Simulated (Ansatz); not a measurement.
The system is TiO2 (Anatase).

```
Ti O
1.0
    -1.89210    1.89210    4.75730
     1.89210   -1.89210    4.75730
     1.89210    1.89210   -4.75730
Ti O
2 4
Direct
  0.75000 0.25000 0.50000
  0.00000 0.00000 0.00000
  0.79190 0.79190 0.00000
  0.54190 0.04190 0.50000
  0.95810 0.45810 0.50000
  0.20810 0.20810 0.00000
```

Base run:

| Item | Value |
| --- | --- |
| Program | Ansatz 0.2.0 |
| Functional | PBE0 |
| Potentials or basis | Ansatz PAW |
| Cutoff | 420 eV (not typed: the program's choice for these potentials) |
| k mesh | 8 × 8 × 8 |
| Occupations | fermi-dirac, width 0.05 eV |
| Spin | no spin polarisation |

Its results: band gap on the k mesh 4.40 eV, indirect (least direct gap 4.72 eV); pressure -2.2 GPa; largest force 0.158 eV/Å.

The run is repeated on the same cell with these changes: functional from PBE0 to HSE06. What comes out?

Band gap on the k mesh 3.66 eV, indirect (least direct gap 3.98 eV); pressure -2.1 GPa; largest force 0.157 eV/Å.

Caveats: the PAW data sets come from PBE, with cores solved anew for the run's functional, which leaves a small shift of forces and pressure; the thresholds are loose for stress.
